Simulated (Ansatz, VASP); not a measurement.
# Au in VASP and in Ansatz

```
CELL_PARAMETERS angstrom
0.00000 2.09946 2.09946
2.09946 0.00000 2.09946
2.09946 2.09946 0.00000
ATOMIC_POSITIONS crystal
Au 0.00000 0.00000 0.00000
```

Alike in both runs: task single point; functional LDA; k mesh 22 × 22 × 22; occupations fermi-dirac, width 0.03 eV; no spin polarisation.

```csv
,VASP,Ansatz
version,VASP 6.6.1,Ansatz 0.2.0
potentials or method,"VASP PAW LDA potentials, release 64 (Au), cutoff 520 eV","all-electron LAPW, scalar-relativistic"
```

Ansatz gave:

- gap on the k mesh at the Fermi level (eV): none
- pressure (GPa): -15.5

Question: Estimate VASP's values.

Answer: gap on the k mesh at the Fermi level (eV): none; pressure (GPa): -15.2.

A gap of «none» marks a metal or a gap that the smearing closes. Ansatz ran all-electron here, so the differences hold the error of VASP's frozen core and of both bases.

Caveats: so large a pressure means that the cell lies far from this level's equilibrium, or that cutoff or potentials fall short (VASP). The runs have no spin-orbit coupling, so splittings on Au are missing.
